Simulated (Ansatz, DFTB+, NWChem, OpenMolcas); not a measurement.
**Relative energies of C5H6 isomers**

3 of its isomers, all singlets with charge 0: A = pent-3-en-1-yne `C#C/C=C/C`; B = 2-methyl-1-buten-3-yne `C#CC(=C)C`; C = cyclopentadiene `C1=CCC=C1`.

Shapes, held fixed at every level: PBE0-D4/def2-TZVP. Programs: Ansatz 0.2.0, DFTB+ 25.1, NWChem 7.3.0, OpenMolcas 26.06. A level may come from different programs for different species; with the same settings they agree closely.

A:

```xyz
11

C    -1.5166    1.7006    2.0036
C    -0.7391    1.1437    1.2729
C     0.2042    0.5110    0.4262
C    -0.0929   -0.4831   -0.4139
C     0.8897   -1.1511   -1.3046
H    -2.2105    2.1877    2.6464
H     1.2272    0.8772    0.4838
H    -1.1210   -0.8340   -0.4560
H     1.8897   -0.7295   -1.1894
H     0.5936   -1.0552   -2.3543
H     0.9412   -2.2243   -1.0940
```

B:

```xyz
11

C    -1.3451    1.7656    1.0236
C    -0.7867    0.8360    0.5029
C    -0.0730   -0.2379   -0.1055
C    -0.7184   -1.3095   -0.5709
C     1.4165   -0.0802   -0.1829
H    -1.8529    2.5807    1.4821
H    -0.1749   -2.1253   -1.0332
H    -1.7953   -1.3938   -0.5006
H     1.8426    0.0402    0.8165
H     1.6787    0.8150   -0.7524
H     1.8741   -0.9478   -0.6591
```

C:

```xyz
11

C    -1.1909    0.4356   -0.2532
C    -0.7280    0.0154    0.9344
C     0.6960   -0.4048    0.7818
C     0.9759   -0.1620   -0.6640
C    -0.1294    0.3254   -1.2488
H    -2.1895    0.8007   -0.4559
H    -1.2753   -0.0236    1.8661
H     0.8455   -1.4569    1.0580
H     1.3661    0.1731    1.4320
H     1.9276   -0.3572   -1.1386
H    -0.2326    0.5975   -2.2914
```

Electronic energies in kJ/mol, without zero-point or thermal terms.

| level | kind | B − A | C − A |
| --- | --- | --- | --- |
| DFTB1 | semi-empirical | +0.9 | -124.7 |
| HF/STO-3G | Hartree–Fock | +3.9 | -172.1 |
| HF/3-21G | Hartree–Fock | +3.4 | -95.3 |
| HF/def2-SVP | Hartree–Fock | +3.4 | -114.6 |
| B3LYP/6-31G* (Cartesian functions) | global hybrid | +4.7 | -121.6 |
| PBE0/def2-SVP | global hybrid | +5.3 | -152.5 |

PBE0/def2-SVP puts C lowest of these. All levels agree on that. The B − A difference spans +0.9 to +5.3 kJ/mol over the levels.
